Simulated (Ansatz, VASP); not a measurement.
**Pb: VASP beside Ansatz**

File INCAR:

```
SYSTEM = Pb
  PREC = Accurate
  ENCUT = 520
  EDIFF = 1E-8
  ISMEAR = -1
  SIGMA = 0.08
  LREAL = .FALSE.
  LASPH = .TRUE.
  NELM = 100
  ALGO = Fast
  ISIF = 2
  LWAVE = .FALSE.
  LCHARG = .FALSE.
  GGA = PS
  LEFG = .TRUE.
  NBANDS = 13
```

Contents of KPOINTS:

```
regular mesh
0
G
  13 13 13
  0 0 0
```

The input POSCAR:

```
Pb
1.0
   -1.9395907887      1.9395907887      1.9395907887
    1.9395907887     -1.9395907887      1.9395907887
    1.9395907887      1.9395907887     -1.9395907887
Pb
1
Direct
    0.0000000000      0.0000000000      0.0000000000
```

Input for Ansatz:

```yaml
crystal:
  lattice:
    - [-1.9395907887, 1.9395907887, 1.9395907887]
    - [1.9395907887, -1.9395907887, 1.9395907887]
    - [1.9395907887, 1.9395907887, -1.9395907887]
  atoms:
    - { symbol: Pb, position: [0.0, 0.0, 0.0] }
kpoints:
  mp_grid: { grid: [13, 13, 13] }
scf:
  occupations: { method: fermi_dirac, width: 0.08 }
hamiltonian:
  xc: pbesol
  pseudopotentials: { kind: paw }
output:
  forces: true
  stress: true
  eigenvalues: true
  efg: { contact_densities: true }
```

Change from the starting cell: volume scaled by 0.9405, PAW files.

Alike in both runs: task electric field gradients; functional PBEsol; k mesh 13 × 13 × 13; occupations fermi-dirac, width 0.08 eV; no spin polarisation.

|  | VASP | Ansatz |
| --- | --- | --- |
| version | VASP 6.6.1 | Ansatz 0.2.0 |
| potentials or method | VASP PAW PBE potentials, release 64 (Pb_d) | PAW with Ansatz's default frozen-core files, scalar-relativistic |
| plane-wave cutoff (eV) | 520 | 420 |
| valence electrons in the cell | 14 | 14 |

Ansatz gave:

- pressure (GPa): 1.2
- Vzz of the field gradient on the site that differs most (V/Å²): 0.0

Q: Which values does VASP return?

A: Pressure (GPa): 1.1; Vzz of the field gradient on the site that differs most (V/Å²): 0.0.

Ansatz warned: «gradients_without_spin_orbit».

Caveats: the PAW data sets were made with another functional, which shifts forces and pressure a little (VASP). The runs have no spin-orbit coupling, so splittings on Pb are missing.
